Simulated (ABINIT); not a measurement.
# HfO2 (Fm-3m) in ABINIT: notebook

The runs below take HfO2 through band structure, with PBE.

All numbers are computed with ABINIT 10.8.3 (patched build); they aren't measurements. Logs are shortened: lines on timing, memory, paths and dates and some standing lists are left out, and cuts for length are marked. The log counts tension as positive stress, the text compression.

## 1. The structure

The structure is cubic, space group Fm-3m (No. 225). Conventional cell: a = 5.115 Å, b = 5.115 Å, c = 5.115 Å, α = 90.00°, β = 90.00°, γ = 90.00°. Around Hf (site symmetry m-3m) lie 8 O at 2.21 Å. O (site symmetry -43m) is surrounded by 4 Hf at 2.21 Å.

Measurements of this composition are mostly on another form, of space group No. 14.

## 2. Band structure, PBE

Input file run.abi:

```
ndtset 2

pp_dirpath "./"
pseudos "72_Hf_12_2.3_3.0_pbe_n_v1.0.psp8, 08_O_6_1.2_1.4_pbe_n_v1.0.psp8"

acell 6.8348581746 6.8348581746 6.8348581746
rprim
     0.0000000000     0.7071067812     0.7071067812
     0.7071067812     0.0000000000     0.7071067812
     0.7071067812     0.7071067812     0.0000000000
ntypat 2
znucl 72 8
natom 3
typat 1 2 2
xred
     0.0000000000     0.0000000000     0.0000000000
     0.7500000000     0.7500000000     0.7500000000
     0.2500000000     0.2500000000     0.2500000000

ecut 40.0

ixc 11

occopt 3
tsmear 0.00183747

nstep 100

iomode 3
prtwf 0
prteig 0
prtebands 0
enunit 1
prtden1 1

kptopt1 1
ngkpt1 9 9 9
nshiftk1 1
shiftk1 0.0 0.0 0.0
nband1 16
tolvrs1 1.0e-10

iscf2 -2
getden2 1
nband2 22
nbdbuf2 4
tolwfr2 1.0e-11
kptopt2 -9
ndivsm2 5
prteig2 1
kptbounds2
     0.0000000000     0.0000000000     0.0000000000
     0.5000000000     0.0000000000     0.5000000000
     0.5000000000     0.2500000000     0.7500000000
     0.3750000000     0.3750000000     0.7500000000
     0.0000000000     0.0000000000     0.0000000000
     0.5000000000     0.5000000000     0.5000000000
     0.6250000000     0.2500000000     0.6250000000
     0.5000000000     0.2500000000     0.7500000000
     0.5000000000     0.5000000000     0.5000000000
     0.3750000000     0.3750000000     0.7500000000
```

Potentials or basis: SPMS NC PBE v1.0.

Launch:

```sh
$ abinit run.abi > log 2>&1
```

run.abo:

```text
.Version 10.8.3 of ABINIT
 DATASET    1 : space group Fm -3 m (#225); Bravais cF (face-center cubic)
================================================================================
 Values of the parameters that define the memory need for DATASET  1.
     intxc =       0    ionmov =       0      iscf =       7    lmnmax =       8
     lnmax =       8     mgfft =      40  mpssoang =       4    mqgrid =    3001
     natom =       3  nloc_mem =       1    nspden =       1   nspinor =       1
    nsppol =       1      nsym =      48    n1xccc =    2501    ntypat =       2
    occopt =       3   xclevel =       2
       mpw =        2746          nfft =       64000          nkpt =          35
================================================================================
================================================================================

 DATASET    2 : space group Fm -3 m (#225); Bravais cF (face-center cubic)
================================================================================
 Values of the parameters that define the memory need for DATASET  2.
     intxc =       0    ionmov =       0      iscf =      -2    lmnmax =       8
     lnmax =       8     mgfft =      40  mpssoang =       4    mqgrid =    3001
     natom =       3  nloc_mem =       1    nspden =       1   nspinor =       1
    nsppol =       1      nsym =      48    n1xccc =    2501    ntypat =       2
    occopt =       3   xclevel =       2
       mpw =        2746          nfft =       64000          nkpt =          87
================================================================================
================================================================================

--------------------------------------------------------------------------------
------------- Echo of variables that govern the present computation ------------
--------------------------------------------------------------------------------
 -outvars: echo values of preprocessed input variables --------
            acell      6.8348581746E+00  6.8348581746E+00  6.8348581746E+00 Bohr
              amu      1.78490000E+02  1.59994000E+01
             ecut      4.00000000E+01 Hartree
           enunit           1
           getden1          0
           getden2          1
             iscf1          7
             iscf2         -2
                       outvar_i_n : Printing only first  50 k-points.
              ixc          11
           jdtset        1    2
                       outvar_i_n : Printing only first  50 k-points.
           kptopt1          1
           kptopt2         -9
[... 980 lines left out ...]

 ----iterations are completed or convergence reached----

 Mean square residual over all n,k,spin=   41.778E-13; max=  99.697E-13
 reduced coordinates (array xred) for    3 atoms
       0.000000000000      0.000000000000      0.000000000000
       0.750000000000      0.750000000000      0.750000000000
       0.250000000000      0.250000000000      0.250000000000

 cartesian coordinates (angstrom) at end:
    1      0.00000000000000     0.00000000000000     0.00000000000000
    2      3.83624999745262     3.83624999745262     3.83624999745262
    3      1.27874999915087     1.27874999915087     1.27874999915087
 length scales=  6.834858174600  6.834858174600  6.834858174600 bohr
              =  3.616851183299  3.616851183299  3.616851183299 angstroms
 Eigenvalues (   eV  ) for nkpt=  87  k points:
 kpt#   1, nband= 22, wtk=  1.00000, kpt=  0.0000  0.0000  0.0000 (reduced coord)
 -55.86699  -24.34192  -24.34192  -24.34192  -13.14041  -10.21271    0.18790    0.18790
   0.18790    4.76679    4.76679    4.76679    9.24814    9.24814   11.01780   15.48983
  15.48983   15.48983   19.34551   19.34551   19.34551   25.83676
 kpt#   2, nband= 22, wtk=  1.00000, kpt=  0.0357  0.0000  0.0357 (reduced coord)
 -55.86679  -24.34751  -24.34332  -24.34332  -13.11817  -10.23213    0.20117    0.20117
   0.24030    4.64058    4.76939    4.76939    9.26407    9.29861   11.09433   15.43038
  15.43038   15.46342   19.26350   19.40898   19.40898   26.01233
 kpt#   3, nband= 22, wtk=  1.00000, kpt=  0.0714  0.0000  0.0714 (reduced coord)
 -55.86621  -24.36390  -24.34742  -24.34742  -13.05226  -10.28864    0.24096    0.24096
   0.39534    4.29538    4.77591    4.77591    9.31145    9.42237   11.31372   15.26595
  15.26595   15.38390   19.05574   19.58633   19.58633   26.49721
 kpt#   4, nband= 22, wtk=  1.00000, kpt=  0.1071  0.0000  0.1071 (reduced coord)
 -55.86527  -24.39005  -24.35404  -24.35404  -12.94511  -10.37734    0.30716    0.30716
   0.64673    3.80203    4.78266    4.78266    9.38902    9.56819   11.64448   15.02893
  15.02893   15.25023   18.80634   19.84743   19.84743   27.17903
 kpt#   5, nband= 22, wtk=  1.00000, kpt=  0.1429  0.0000  0.1429 (reduced coord)
[... 317 lines left out ...]
   1.83236    3.16050    4.04719    4.41189    9.79323   10.50588   12.20572   13.03947
  13.90633   16.56962   18.25723   21.50476   24.03107   25.06051
 kpt#  85, nband= 22, wtk=  1.00000, kpt=  0.4028  0.4028  0.6944 (reduced coord)
 -55.85218  -24.65161  -24.54873  -24.41987  -11.47666  -11.18050    0.06863    1.34471
   1.98374    3.09778    4.10056    4.67402    9.74356   10.61463   12.22130   12.82107
  13.77788   17.05000   18.48728   20.80616   23.93186   24.88763
 kpt#  86, nband= 22, wtk=  1.00000, kpt=  0.3889  0.3889  0.7222 (reduced coord)
 -55.85177  -24.65372  -24.55627  -24.42592  -11.43157  -11.19060   -0.13334    1.37750
   2.08179    3.09867    4.09842    4.89637    9.69404   10.69036   12.18498   12.70886
  13.67361   17.50291   18.71675   20.17992   23.76281   24.61282
 kpt#  87, nband= 22, wtk=  1.00000, kpt=  0.3750  0.3750  0.7500 (reduced coord)
 -55.85153  -24.66769  -24.54619  -24.43089  -11.41828  -11.18329   -0.28846    1.43884
   2.09394    3.19029    4.07002    5.03495    9.64906   10.72539   12.10441   12.71944
  13.59980   17.83614   18.89134   19.75969   23.56043   24.28580

== END DATASET(S) ==============================================================
================================================================================

 -outvars: echo values of variables after computation  --------
            acell      6.8348581746E+00  6.8348581746E+00  6.8348581746E+00 Bohr
           etotal1    -8.9772289741E+01
            fcart1    -0.0000000000E+00 -0.0000000000E+00 -0.0000000000E+00
                      -4.4571229376E-28  1.3371368813E-27 -1.3371368813E-27
                       4.4571229376E-28 -1.3371368813E-27  1.3371368813E-27
            rprim      0.0000000000E+00  7.0710678120E-01  7.0710678120E-01
                       7.0710678120E-01  0.0000000000E+00  7.0710678120E-01
                       7.0710678120E-01  7.0710678120E-01  0.0000000000E+00
           strten1     1.5801755187E-04  1.5801755187E-04  1.5801755187E-04
                       0.0000000000E+00  0.0000000000E+00  0.0000000000E+00
           xangst      0.0000000000E+00  0.0000000000E+00  0.0000000000E+00
                       3.8362499975E+00  3.8362499975E+00  3.8362499975E+00
                       1.2787499992E+00  1.2787499992E+00  1.2787499992E+00
             xred      0.0000000000E+00  0.0000000000E+00  0.0000000000E+00
                       7.5000000000E-01  7.5000000000E-01  7.5000000000E-01
                       2.5000000000E-01  2.5000000000E-01  2.5000000000E-01
 Calculation completed.
```

It took 87 s on 1 thread of AMD EPYC 9R45 (Zen 5), shared host; peak memory 0.15 GiB.

What came out:

* Free energy: -2442.8285 eV
* Pressure: -4.6 GPa
* Band gap on the k mesh: 3.88 eV, indirect (least direct gap 3.99 eV)
* Band gap along the path: 3.78 eV, direct
* Valence electrons inside the program's atomic spheres: Hf 8.27; O 6.34

Levels at the corners of the path, in eV from the valence-band top:
```csv
point,band 10,band 11,band 12,band 13,band 14,band 15
Γ,-0.59,-0.59,-0.59,3.89,3.89,5.66
X,-1.49,-1.49,0.00,3.78,5.44,6.46
W,-2.50,-1.36,-0.20,4.77,5.10,6.90
K,-2.17,-1.29,-0.33,4.29,5.36,6.74
Γ,-0.59,-0.59,-0.59,3.89,3.89,5.66
L,-2.65,-1.79,-1.79,4.58,4.58,6.80
U,-2.17,-1.29,-0.33,4.29,5.36,6.74
W,-2.50,-1.36,-0.20,4.77,5.10,6.90
L,-2.65,-1.79,-1.79,4.58,4.58,6.80
K,-2.17,-1.29,-0.33,4.29,5.36,6.74
```

Caveat: spin-orbit coupling is left out, which moves the levels of the heavy elements; the mesh misses the band edges, which the band path finds closer together.

## 3. Band structure, PBE

Changes to run.abi since step 2:

```diff
@@ -3,3 +3,3 @@
 pp_dirpath "./"
-pseudos "72_Hf_12_2.3_3.0_pbe_n_v1.0.psp8, 08_O_6_1.2_1.4_pbe_n_v1.0.psp8"
+pseudos "Hf.GGA_PBE-JTH.xml, O.GGA_PBE-JTH.xml"
 
@@ -19,3 +19,5 @@
 
-ecut 40.0
+ecut 23.0
+pawecutdg 45.0
+pawxcdev 0
 
@@ -40,3 +42,3 @@
 nband1 16
-tolvrs1 1.0e-10
+tolvrs1 1.0e-9
```

Potentials or basis: JTH PAW PBE v2.0.

Launch:

```sh
$ abinit run.abi > log 2>&1
```

run.abo:

```text
.Version 10.8.3 of ABINIT
 DATASET    1 : space group Fm -3 m (#225); Bravais cF (face-center cubic)
================================================================================
 Values of the parameters that define the memory need for DATASET  1.
     intxc =       0    ionmov =       0      iscf =      17    lmnmax =      18
     lnmax =       6     mgfft =      30  mpssoang =       3    mqgrid =    3001
     natom =       3  nloc_mem =       2    nspden =       1   nspinor =       1
    nsppol =       1      nsym =      48    n1xccc =       1    ntypat =       2
    occopt =       3   xclevel =       2
       mpw =        1218          nfft =       27000          nkpt =          35
 PAW method is used; the additional fine FFT grid is defined by:
   mgfftf=        45    nfftf =     91125
================================================================================
================================================================================

 DATASET    2 : space group Fm -3 m (#225); Bravais cF (face-center cubic)
[... 1423 lines left out ...]
   8.18220   12.43604   13.50442   14.34625   18.23802   18.93658

== END DATASET(S) ==============================================================
================================================================================

 -outvars: echo values of variables after computation  --------
            acell      6.8348581746E+00  6.8348581746E+00  6.8348581746E+00 Bohr
           etotal1    -8.2559111144E+01
            fcart1    -3.6272159323E-31  3.6272159323E-31 -3.6272159323E-31
                      -1.4508863729E-31  1.0156204610E-30  1.1607090983E-30
                       5.0781023052E-31 -1.3783420543E-30 -7.9798750511E-31
            rprim      0.0000000000E+00  7.0710678120E-01  7.0710678120E-01
                       7.0710678120E-01  0.0000000000E+00  7.0710678120E-01
                       7.0710678120E-01  7.0710678120E-01  0.0000000000E+00
           strten1     1.9700020540E-04  1.9700020540E-04  1.9700020540E-04
                       0.0000000000E+00  0.0000000000E+00  0.0000000000E+00
           xangst      0.0000000000E+00  0.0000000000E+00  0.0000000000E+00
                       3.8362499975E+00  3.8362499975E+00  3.8362499975E+00
                       1.2787499992E+00  1.2787499992E+00  1.2787499992E+00
             xred      0.0000000000E+00  0.0000000000E+00  0.0000000000E+00
                       7.5000000000E-01  7.5000000000E-01  7.5000000000E-01
                       2.5000000000E-01  2.5000000000E-01  2.5000000000E-01
 Calculation completed.
```

It took 37 s on 1 thread of AMD EPYC 9R45 (Zen 5), shared host; peak memory 0.14 GiB.

Results:

| Quantity | Value |
| --- | --- |
| Free energy | -2246.5479 eV |
| Pressure | -5.8 GPa |
| Band gap on the k mesh | 3.84 eV, indirect (least direct gap 3.96 eV) |
| Band gap along the path | 3.74 eV, direct |
| Valence electrons inside the program's atomic spheres | Hf 9.36; O 4.61 |

Levels at the corners of the path, in eV from the valence-band top:
```csv
point,band 9,band 10,band 11,band 12,band 13,band 14,band 15,band 16
Γ,-5.18,-0.60,-0.60,-0.60,3.83,3.83,5.62,10.11
X,-3.41,-1.49,-1.49,0.00,3.74,5.38,6.41,7.94
W,-2.51,-2.51,-1.35,-0.20,4.73,5.05,6.86,6.86
K,-3.28,-2.17,-1.29,-0.33,4.25,5.31,6.70,7.32
Γ,-5.18,-0.60,-0.60,-0.60,3.83,3.83,5.62,10.11
L,-3.01,-2.67,-1.80,-1.80,4.53,4.53,6.75,8.98
U,-3.28,-2.17,-1.29,-0.33,4.25,5.31,6.70,7.32
W,-2.51,-2.51,-1.35,-0.20,4.73,5.05,6.86,6.86
L,-3.01,-2.67,-1.80,-1.80,4.53,4.53,6.75,8.98
K,-3.28,-2.17,-1.29,-0.33,4.25,5.31,6.70,7.32
```

Caveat: spin-orbit coupling is left out, which moves the levels of the heavy elements; the mesh misses the band edges, which the band path finds closer together.
